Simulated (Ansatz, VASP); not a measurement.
**One calculation of Pt, two programs**

```
CELL_PARAMETERS angstrom
-1.58149 1.58149 1.58149
1.58149 -1.58149 1.58149
1.58149 1.58149 -1.58149
ATOMIC_POSITIONS crystal
Pt 0.00000 0.00000 0.00000
```

Alike in both runs: functional PBE; k mesh 18 × 18 × 18; occupations fermi-dirac, width 0.05 eV; no spin polarisation.

Ansatz relaxed the structure, and its values are those at the end. VASP's run is a single point on that final structure, the one shown.

|  | VASP | Ansatz |
| --- | --- | --- |
| version | VASP 6.6.1 | Ansatz 0.2.0 |
| potentials or method | VASP PAW PBE potentials, release 64 (Pt), cutoff 520 eV | all-electron LAPW, scalar-relativistic |

```tsv
	VASP	Ansatz	Ansatz less VASP
pressure (GPa)	-0.5	0.0	+0.43
```

Ansatz ran all-electron here, so the differences hold the error of VASP's frozen core and of both bases.

Spin-orbit coupling is left out, which matters for the levels of Pt.
